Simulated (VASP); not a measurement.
# SiC (Moissanite 3C) (F-43m) in VASP: settings compared, part 2 of 2

VASP 6.6.1. The steps go on from the part before.

## 3. Relaxation of cell and atoms, BLYP

Contents of INCAR:

```
SYSTEM = SiC
PREC = Accurate ; ENCUT = 600
EDIFF = 1E-6 ; ISMEAR = -1
SIGMA = 0.05 ; LREAL = .FALSE.
LASPH = .TRUE. ; NELM = 60
ALGO = Normal ; ISIF = 3
LWAVE = .FALSE. ; LCHARG = .FALSE.
GGA = B5 ; ALDAX = 1.0
AGGAX = 1.0 ; AGGAC = 1.0
ALDAC = 0.0 ; IBRION = 2
NSW = 60 ; EDIFFG = -0.01
```

Contents of KPOINTS:

```
regular mesh
0
G
  10 10 10
  0 0 0
```

Contents of POSCAR:

```
SiC
1.0
    0.0000000000      2.1790000000      2.1790000000
    2.1790000000      0.0000000000      2.1790000000
    2.1790000000      2.1790000000      0.0000000000
Si C
1 1
Direct
    0.0000000000      0.0000000000      0.0000000000
    0.7500000000      0.7500000000      0.7500000000
```

Potentials or basis: VASP PAW PBE potentials, release 64 (Si, C).

The run is started by

```bash
$ cat potpaw_PBE.64/Si/POTCAR potpaw_PBE.64/C/POTCAR > POTCAR
$ mpirun -np 1 vasp_std > vasp.out
```

OUTCAR:

```text
SYSTEM = SiC
   PREC = Accurate
   ENCUT = 600
   EDIFF = 1E-6
   ISMEAR = -1
   LREAL = .FALSE.
   LASPH = .TRUE.
   NELM = 60
   ISIF = 3
   GGA = B5
   IBRION = 2
   NSW = 60
   EDIFFG = -0.01

 ion  position               nearest neighbor table
   1  0.000  0.000  0.000-   2 1.89   2 1.89   2 1.89   2 1.89
   2  0.750  0.750  0.750-   1 1.89   1 1.89   1 1.89   1 1.89

  LATTYP: Found a face centered cubic cell.
 ALAT       =     4.3580000000

  Lattice vectors:

 A1 = (   0.0000000000,   2.1790000000,   2.1790000000)
 A2 = (   2.1790000000,   0.0000000000,   2.1790000000)
 A3 = (   2.1790000000,   2.1790000000,   0.0000000000)

Analysis of symmetry for initial positions (statically):
=====================================================================
 Subroutine PRICEL returns:
 Original cell was already a primitive cell.

 Routine SETGRP: Setting up the symmetry group for a
 face centered cubic supercell.

 Subroutine GETGRP returns: Found 24 space group operations
 (whereof 24 operations were pure point group operations)
 out of a pool of 48 trial point group operations.

The static configuration has the point symmetry T_d .

Analysis of symmetry for dynamics (positions and initial velocities):
=====================================================================
 Subroutine PRICEL returns:
 Original cell was already a primitive cell.

 Routine SETGRP: Setting up the symmetry group for a
 face centered cubic supercell.

 Subroutine GETGRP returns: Found 24 space group operations
 (whereof 24 operations were pure point group operations)
 out of a pool of 48 trial point group operations.

The dynamic configuration has the point symmetry T_d .

 Subroutine INISYM returns: Found 24 space group operations
 (whereof 24 operations are pure point group operations),
 and found     1 'primitive' translations

----------------------------------------------------------------------------------------

                                     Primitive cell

  volume of cell :      20.6920

  direct lattice vectors                    reciprocal lattice vectors
     0.000000000  2.179000000  2.179000000    -0.229463056  0.229463056  0.229463056
     2.179000000  0.000000000  2.179000000     0.229463056 -0.229463056  0.229463056
     2.179000000  2.179000000  0.000000000     0.229463056  0.229463056 -0.229463056

  length of vectors
     3.081571352  3.081571352  3.081571352     0.397441672  0.397441672  0.397441672

  position of ions in fractional coordinates (direct lattice)
     0.000000000  0.000000000  0.000000000
     0.750000000  0.750000000  0.750000000

  ion indices of the primitive-cell ions
   primitive index   ion index
                 1           1
                 2           2

----------------------------------------------------------------------------------------

 KPOINTS: regular mesh

Automatic generation of k-mesh.
 Grid dimensions read from file:
 generate k-points for:   10   10   10

 Generating k-lattice:

  Cartesian coordinates                     Fractional coordinates (reciprocal lattice)
    -0.022946306  0.022946306  0.022946306     0.100000000  0.000000000  0.000000000
     0.022946306 -0.022946306  0.022946306     0.000000000  0.100000000  0.000000000
     0.022946306  0.022946306 -0.022946306     0.000000000  0.000000000  0.100000000

[... 48 lines left out ...]
   ISTART =      0    job   : 0-new  1-cont  2-samecut
   ICHARG =      2    charge: 1-file 2-atom 10-const
   ISPIN  =      1    spin polarized calculation?
   LNONCOLLINEAR =      F non collinear calculations
   LSORBIT =      F    spin-orbit coupling
   LASPH  =      T    aspherical Exc in radial PAW
   ENCUT  =  600.0 eV  44.10 Ry    6.64 a.u.   6.15  6.15  6.15*2*pi/ulx,y,z
   NELM   =     60;   NELMIN=  2; NELMDL= -5     # of ELM steps
   EDIFF  = 0.1E-05   stopping-criterion for ELM
   LREAL  =      F    real-space projection
   EDIFFG = -.1E-01   stopping-criterion for IOM
   NSW    =     60    number of steps for IOM
   IBRION =      2    ionic relax: 0-MD 1-quasi-New 2-CG
   NFREE  =      1    steps in history (QN), initial steepest desc. (CG)
   ISIF   =      3    stress and relaxation
   ISYM   =      2    0-nonsym 1-usesym 2-fastsym
   POTIM  = 0.5000    time-step for ionic-motion
   TEBEG  =    0.0;   TEEND  =   0.0 temperature during run
   PSTRESS=    0.0 pullay stress
   NELECT =       8.0000    total number of electrons
   NUPDOWN=      -1.0000    fix difference up-down
   EMIN   =  10.00;   EMAX   =-10.00  energy-range for DOS
   EFERMI =   0.00;   METHOD = LEGACY
   ISMEAR =    -1;   SIGMA  =   0.05  broadening in eV -4-tet -1-fermi 0-gaus
   EFERMI_NEDOS =   21; number of points for ismear=-14 and -15
   IALGO  =     38    algorithm
   IMIX   =      4    mixing-type and parameters
     AMIX     =   0.40;   BMIX     =  1.00
     AMIX_MAG =   1.60;   BMIX_MAG =  1.00
  volume/ion in A,a.u.               =      10.35        69.82
  Fermi-wavevector in a.u.,A,eV,Ry     =   1.192626  2.253736 19.352338  1.422357
  Thomas-Fermi vector in A             =   2.328660
   LORBIT       =      0    0 simple, 1 ext, 2 COOP (PROOUT), +10 PAW based schemes
   GGA     = B5    functional components
   LHFCALC =     F    Hartree Fock is set to
   AEXX    =    0.0000 exact exchange contribution
   IVDW    =     0    specifies the selected vdW correction
   LEPSILON=     F    determine dielectric tensor
   LRPA    =     F    only Hartree local field effects (RPA)
 conjugate gradient relaxation of ions
 non-spin polarized calculation
  energy-cutoff  :      600.00
  volume of cell :       20.69
 maximum number of plane-waves:       701
 NGX is ok and might be reduce to    28
   NGX = 13   NGY = 13   NGZ = 13

--------------------------------------- Ionic step        1  -------------------------------------------

 number of electron       8.0000000 magnetization

 Free energy of the ion-electron system (eV)
  ---------------------------------------------------
  ext. energy  EPLUGINS =         0.00000000
  ---------------------------------------------------
  free energy    TOTEN  =       -13.64725915 eV

  energy without entropy =      -13.64725915  energy(sigma->0) =      -13.64725915

------------------------ aborting loop because EDIFF is reached ----------------------------------------

  FORCE on cell =-STRESS in cart. coord.  units (eV):
  Direction    XX          YY          ZZ          XY          YZ          ZX
  --------------------------------------------------------------------------------------
  -------------------------------------------------------------------------------------
  Total        1.0704177      1.0704177      1.0704177     -0.0000000     -0.0000000      0.0000000
  in kB       82.8823748     82.8823748     82.8823748     -0.0000000     -0.0000000      0.0000000
  external PRESSURE =      82.8823748 kB  Pullay stress =       0.0000000 kB
[... 59 lines left out ...]
--------------------------------------- Ionic step        3  -------------------------------------------

 number of electron       8.0000000 magnetization

 Free energy of the ion-electron system (eV)
  ---------------------------------------------------
  ext. energy  EPLUGINS =         0.00000000
  ---------------------------------------------------
  free energy    TOTEN  =       -13.66789203 eV

  energy without entropy =      -13.66789203  energy(sigma->0) =      -13.66789203

 E-fermi :   8.9680     XC(G=0): -10.4853

 val. band max:        8.0816758635   @ k =   0.0000   0.0000   0.0000
 cond. band min:       9.8146906623   @ k =   0.5000   0.5000   0.0000
 fundamental gap:      1.7330147988
 Fermi energy:         8.9680180293

 k-point     1 :       0.0000    0.0000    0.0000
  band No.  band energies     occupation
      1      -6.8868      2.00000
      2       8.0817      2.00000
      3       8.0817      2.00000
      4       8.0817      2.00000
      5      14.0243      0.00000
      6      15.2002      0.00000
      7      15.2002      0.00000
      8      15.2002      0.00000
[... 243 lines left out ...]
 k-point    24 :       0.4000    0.3000    0.0000
  band No.  band energies     occupation
      1      -3.8801      2.00000
      2       2.5938      2.00000
      3       5.0791      2.00000
      4       5.5641      2.00000
      5      11.2101      0.00000
      6      13.7388      0.00000
      7      19.3552      0.00000
      8      19.7081      0.00000

 [... further k-points ...]

------------------------ aborting loop because EDIFF is reached ----------------------------------------

  FORCE on cell =-STRESS in cart. coord.  units (eV):
  Direction    XX          YY          ZZ          XY          YZ          ZX
  --------------------------------------------------------------------------------------
  -------------------------------------------------------------------------------------
  Total       -0.0039763     -0.0039763     -0.0039763     -0.0000000     -0.0000000      0.0000000
  in kB       -0.2960240     -0.2960240     -0.2960240     -0.0000000     -0.0000000      0.0000000
  external PRESSURE =      -0.2960240 kB  Pullay stress =       0.0000000 kB
[... 17 lines left out ...]
  FREE ENERGIE OF THE ION-ELECTRON SYSTEM (eV)
  ---------------------------------------------------
  free  energy   TOTEN  =       -13.6678920276 eV

  energy  without entropy=      -13.6678920271  energy(sigma->0) =      -13.66789203

 reached required accuracy - stopping structural energy minimisation
```

OSZICAR:

```text
N       E                     dE             d eps       ncg     rms          rms(c)
DAV:   1     0.841740734645E+01    0.84174E+01   -0.44057E+03   768   0.949E+02
DAV:   2    -0.153704275959E+02   -0.23788E+02   -0.22723E+02  1072   0.117E+02
DAV:   3    -0.158249546737E+02   -0.45453E+00   -0.45453E+00   864   0.199E+01
DAV:   4    -0.158265723767E+02   -0.16177E-02   -0.16177E-02  1160   0.128E+00
[... 19 lines left out ...]
DAV:   1    -0.136762299619E+02   -0.26278E-01   -0.39967E-01   800   0.550E+00    0.636E-01
DAV:   2    -0.136694999293E+02    0.67300E-02   -0.18729E-02   960   0.880E-01    0.303E-01
DAV:   3    -0.136681549025E+02    0.13450E-02   -0.19690E-03   936   0.316E-01    0.950E-02
DAV:   4    -0.136678927531E+02    0.26215E-03   -0.40499E-04   856   0.123E-01    0.336E-02
DAV:   5    -0.136678920276E+02    0.72552E-06   -0.97228E-06  1088   0.266E-02
   3 F= -.13667892E+02 E0= -.13667892E+02  d E =-.206329E-01
```

CONTCAR:

```text
SiC
   1.00000000000000
    -0.0000000000000000    2.2077249422579941    2.2077249422579941
     2.2077249422579941   -0.0000000000000000    2.2077249422579941
     2.2077249422579941    2.2077249422579941    0.0000000000000000
  Si              C
     1     1
Direct
     0.0000000000000000    0.0000000000000000    0.0000000000000000
     0.7500000000000000    0.7500000000000000    0.7500000000000000

  0.00000000E+00  0.00000000E+00  0.00000000E+00
  0.00000000E+00  0.00000000E+00  0.00000000E+00
```

It took 21 s on 1 thread of Intel Xeon 6975P-C (Granite Rapids), shared host; peak memory 0.15 GiB.

Results:

```yaml
Free_energy: -13.6679 eV
Relaxed_volume: 10.76 Å³/atom
Relaxed_cell: a = 3.122 Å, b = 3.122 Å, c = 3.122 Å, α = 60.00°, β = 60.00°, γ = 60.00°
Space_group_after_relaxing_to_0.05_Å: F-43m (No. 216)
Energy_gained_by_relaxing: 10.3 meV/atom
Ionic_steps: 3
Pressure_after_relaxing: 0.0 GPa
Band_gap_on_the_k_mesh: 1.73 eV, indirect (least direct gap 4.79 eV)
```

Step by step:
```csv
step,energy change (eV),largest force (eV/Å),pressure (GPa),volume (Å³)
1,0.0000,0.0000,8.29,20.69
2,-0.0027,0.0000,-6.79,22.34
3,-0.0206,0.0000,-0.03,21.52
```

Final structure:
```yaml
crystal:
  lattice:
    - [0.00000, 2.20772, 2.20772]
    - [2.20772, 0.00000, 2.20772]
    - [2.20772, 2.20772, 0.00000]
  atoms:
    - { symbol: Si, position: [0.00000, 0.00000, 0.00000] }
    - { symbol: C, position: [0.75000, 0.75000, 0.75000] }
```

Caveat: the PAW data sets were made with another functional, which shifts forces and pressure a little. BLYP gives volumes clearly too large for solids.

## 4. Relaxation of cell and atoms, AM05

Changes to INCAR since step 3:

```diff
@@ -7,5 +7,3 @@
 LWAVE = .FALSE. ; LCHARG = .FALSE.
-GGA = B5 ; ALDAX = 1.0
-AGGAX = 1.0 ; AGGAC = 1.0
-ALDAC = 0.0 ; IBRION = 2
+GGA = AM ; IBRION = 2
 NSW = 60 ; EDIFFG = -0.01
```

KPOINTS is that of step 3.

POSCAR is that of step 3.

Potentials or basis: VASP PAW PBE potentials, release 64 (Si, C).

The run is started by

```bash
$ cat potpaw_PBE.64/Si/POTCAR potpaw_PBE.64/C/POTCAR > POTCAR
$ mpirun -np 1 vasp_std > vasp.out
```

OUTCAR:

```text
SYSTEM = SiC
   PREC = Accurate
   ENCUT = 600
   EDIFF = 1E-6
   ISMEAR = -1
   LREAL = .FALSE.
   LASPH = .TRUE.
   NELM = 60
   ISIF = 3
   GGA = AM
   IBRION = 2
   NSW = 60
   EDIFFG = -0.01

 ion  position               nearest neighbor table
   1  0.000  0.000  0.000-   2 1.89   2 1.89   2 1.89   2 1.89
   2  0.750  0.750  0.750-   1 1.89   1 1.89   1 1.89   1 1.89

  LATTYP: Found a face centered cubic cell.
 ALAT       =     4.3580000000

  Lattice vectors:

 A1 = (   0.0000000000,   2.1790000000,   2.1790000000)
 A2 = (   2.1790000000,   0.0000000000,   2.1790000000)
 A3 = (   2.1790000000,   2.1790000000,   0.0000000000)

Analysis of symmetry for initial positions (statically):
=====================================================================
 Subroutine PRICEL returns:
 Original cell was already a primitive cell.

 Routine SETGRP: Setting up the symmetry group for a
 face centered cubic supercell.

 Subroutine GETGRP returns: Found 24 space group operations
 (whereof 24 operations were pure point group operations)
 out of a pool of 48 trial point group operations.

The static configuration has the point symmetry T_d .

Analysis of symmetry for dynamics (positions and initial velocities):
=====================================================================
 Subroutine PRICEL returns:
[... 229 lines left out ...]
--------------------------------------- Ionic step        3  -------------------------------------------

 number of electron       8.0000000 magnetization

 Free energy of the ion-electron system (eV)
  ---------------------------------------------------
  ext. energy  EPLUGINS =         0.00000000
  ---------------------------------------------------
  free energy    TOTEN  =       -15.58533195 eV

  energy without entropy =      -15.58533190  energy(sigma->0) =      -15.58533192

 E-fermi :   8.7408     XC(G=0): -11.4844

 val. band max:        8.1049482202   @ k =   0.0000   0.0000   0.0000
 cond. band min:       9.3376095621   @ k =   0.5000   0.5000   0.0000
 fundamental gap:      1.2326613419
 Fermi energy:         8.7408487772

 k-point     1 :       0.0000    0.0000    0.0000
  band No.  band energies     occupation
      1      -7.3145      2.00000
      2       8.1049      1.99999
      3       8.1049      1.99999
      4       8.1049      1.99999
      5      14.3685      0.00000
      6      15.3567      0.00000
      7      15.3567      0.00000
      8      15.3567      0.00000
[... 243 lines left out ...]
 k-point    24 :       0.4000    0.3000    0.0000
  band No.  band energies     occupation
      1      -4.1487      2.00000
      2       2.5318      2.00000
      3       4.9164      2.00000
      4       5.4532      2.00000
      5      10.8641      0.00000
      6      13.6470      0.00000
      7      19.6968      0.00000
      8      19.9878      0.00000

 [... further k-points ...]

------------------------ aborting loop because EDIFF is reached ----------------------------------------

  FORCE on cell =-STRESS in cart. coord.  units (eV):
  Direction    XX          YY          ZZ          XY          YZ          ZX
  --------------------------------------------------------------------------------------
  -------------------------------------------------------------------------------------
  Total        0.0013192      0.0013192      0.0013192      0.0000000     -0.0000000      0.0000000
  in kB        0.1023545      0.1023545      0.1023545      0.0000000     -0.0000000      0.0000000
  external PRESSURE =       0.1023545 kB  Pullay stress =       0.0000000 kB
[... 17 lines left out ...]
  FREE ENERGIE OF THE ION-ELECTRON SYSTEM (eV)
  ---------------------------------------------------
  free  energy   TOTEN  =       -15.5853319511 eV

  energy  without entropy=      -15.5853318966  energy(sigma->0) =      -15.58533192

 reached required accuracy - stopping structural energy minimisation
```

OSZICAR:

```text
N       E                     dE             d eps       ncg     rms          rms(c)
DAV:   1     0.645825641317E+01    0.64583E+01   -0.43971E+03   760   0.950E+02
DAV:   2    -0.169030683057E+02   -0.23361E+02   -0.22318E+02  1080   0.115E+02
DAV:   3    -0.173154998463E+02   -0.41243E+00   -0.41243E+00   864   0.190E+01
[... 17 lines left out ...]
       N       E                     dE             d eps       ncg     rms          rms(c)
DAV:   1    -0.155853582217E+02   -0.86267E-04   -0.11300E-03   784   0.294E-01    0.380E-02
DAV:   2    -0.155853375645E+02    0.20657E-04   -0.50610E-05   928   0.475E-02    0.186E-02
DAV:   3    -0.155853328815E+02    0.46831E-05   -0.69585E-06   928   0.189E-02    0.456E-03
DAV:   4    -0.155853319511E+02    0.93034E-06   -0.94002E-07   432   0.615E-03
   3 F= -.15585332E+02 E0= -.15585332E+02  d E =-.586182E-04
```

CONTCAR:

```text
SiC
   1.00000000000000
    -0.0000000000000000    2.1775157569758581    2.1775157569758581
     2.1775157569758581   -0.0000000000000000    2.1775157569758581
     2.1775157569758581    2.1775157569758581    0.0000000000000000
  Si              C
     1     1
Direct
     0.0000000000000000    0.0000000000000000    0.0000000000000000
     0.7500000000000000    0.7500000000000000    0.7500000000000000

  0.00000000E+00  0.00000000E+00  0.00000000E+00
  0.00000000E+00  0.00000000E+00  0.00000000E+00
```

Run time: 12 s. Hardware: 1 thread of Intel Xeon 6975P-C (Granite Rapids), shared host; peak memory 0.15 GiB.

Results:

```
Free energy                            : -15.5853 eV
Relaxed volume                         : 10.32 Å³/atom
Relaxed cell                           : a = 3.079 Å, b = 3.079 Å, c = 3.079 Å, α = 60.00°, β = 60.00°, γ = 60.00°
Space group after relaxing (to 0.05 Å) : F-43m (No. 216)
Energy gained by relaxing              : 0.0 meV/atom
Ionic steps                            : 3
Pressure after relaxing                : 0.0 GPa
Band gap on the k mesh                 : 1.23 eV, indirect (least direct gap 4.45 eV)
```

Final structure:
```
Si C
1.0
     0.00000    2.17752    2.17752
     2.17752    0.00000    2.17752
     2.17752    2.17752    0.00000
Si C
1 1
Direct
  0.00000 0.00000 0.00000
  0.75000 0.75000 0.75000
```

Levels at points of the mesh, in eV from the valence-band top:
| k point | band 1 | band 2 | band 3 | band 4 | band 5 | band 6 | band 7 | band 8 |
| --- | --- | --- | --- | --- | --- | --- | --- | --- |
| (0.00, 0.00, 0.00) | -15.42 | 0.00 | 0.00 | 0.00 | 6.26 | 7.25 | 7.25 | 7.25 |
| (0.50, 0.00, 0.00) | -11.80 | -8.60 | -1.06 | -1.06 | 5.43 | 7.14 | 7.14 | 9.93 |
| (0.50, 0.50, 0.00) | -10.34 | -7.83 | -3.22 | -3.22 | 1.23 | 4.23 | 13.98 | 13.98 |

Caveat: the PAW data sets were made with another functional, which shifts forces and pressure a little.

## 5. The reference run

An earlier run on the cell as given: functional PBE; potentials or basis VASP PAW PBE potentials, release 64 (Si, C); cutoff 520 eV; k mesh 10 × 10 × 10; occupations fermi-dirac, width 0.05 eV; no spin polarisation.

- Pressure: 3.2 GPa
- Band gap on the k mesh: 1.36 eV, indirect (least direct gap 4.54 eV)

## 6. Overview

| task | level | cell | cutoff (eV) | gap on the mesh (eV) | pressure (GPa) | relaxed volume (Å³/atom) |
| --- | --- | --- | --- | --- | --- | --- |
| relaxation of cell and atoms | revPBE | relaxed | 600 | 1.38 | 0.0 | 10.60 |
| relaxation of cell and atoms | BLYP | relaxed | 600 | 1.73 | 0.0 | 10.76 |
| relaxation of cell and atoms | AM05 | relaxed | 600 | 1.23 | 0.0 | 10.32 |
| single point | PBE | as given | 520 | 1.36 | 3.2 | - |

Alike in all rows: potentials or basis VASP PAW PBE potentials, release 64 (Si, C); no spin polarisation; k mesh 10 × 10 × 10; smearing fermi-dirac 0.05 eV.

Caveats: the PAW data sets were made with another functional, which shifts forces and pressure a little (some runs).

Absolute energies hang on the potentials; compare differences alone.
